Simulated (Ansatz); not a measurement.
TePt:

```
CELL_PARAMETERS angstrom
4.26288 0.00000 0.00000
-2.13144 3.69176 0.00000
0.00000 0.00000 5.66177
ATOMIC_POSITIONS crystal
Pt 0.00000 0.00000 0.00000
Pt 0.00000 0.00000 0.50000
Te 0.33333 0.66667 0.25000
Te 0.66667 0.33333 0.75000
```

Measurements of this composition are mostly on another form, of space group No. 166.

Base run:

```yaml
Program: Ansatz 0.2.0
Functional: LDA
Potentials_or_basis: Ansatz PAW
Cutoff: 420 eV
Density_cutoff: 1680 eV
k_mesh: 7 × 7 × 5
Occupations: fermi-dirac, width 0.05 eV
Spin: no spin polarisation
```

Its results: band gap on the k mesh none (metal or under the smearing width); pressure -7.3 GPa.

**Question.** The run is repeated on the same cell with these changes: functional from LDA to PBEsol; occupations from fermi-dirac, width 0.05 eV to gaussian, width 0.1 eV. What comes out?

**Answer.** Band gap on the k mesh none (metal or under the smearing width); pressure -4.9 GPa.

Caveats: the PAW data sets come from PBE, with cores solved anew for the run's functional, which leaves a small shift of forces and pressure.

Not every run made on this cell is shown here.
